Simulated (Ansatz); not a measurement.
The system is BN.

```xyz
2
Lattice="0.0000 1.8130 1.8130 1.8130 0.0000 1.8130 1.8130 1.8130 0.0000" Properties=species:S:1:pos:R:3 pbc="T T T"
N     0.9065    0.9065    0.9065
B     0.0000    0.0000    0.0000
```

The cell is a database's computed one.

Base run:

| Quantity | Value |
| --- | --- |
| Program | Ansatz 0.2.0 |
| Functional | PBE |
| Potentials or basis | all-electron LAPW, scalar-relativistic |
| Cutoff | 407 eV |
| Density cutoff | 1628 eV |
| Basis error allowed | 0.002 eV/atom |
| k mesh | 9 × 9 × 9 |
| Occupations | fermi-dirac, width 0.02 eV |
| Spin | no spin polarisation |

Its results: band gap on the k mesh 4.61 eV, indirect (least direct gap 8.78 eV); pressure -0.4 GPa.

Question: The run is repeated on the same cell with these changes: k mesh from 9 × 9 × 9 to 8 × 8 × 8; occupations from fermi-dirac, width 0.02 eV to fermi-dirac, width 0.03 eV. What comes out?

Answer: Band gap on the k mesh 4.46 eV, indirect (least direct gap 8.78 eV); pressure -0.4 GPa.

Caveats: an odd mesh through Γ misses points on the zone boundary, where band edges often lie (some runs).

Not every run made on this cell is shown here.
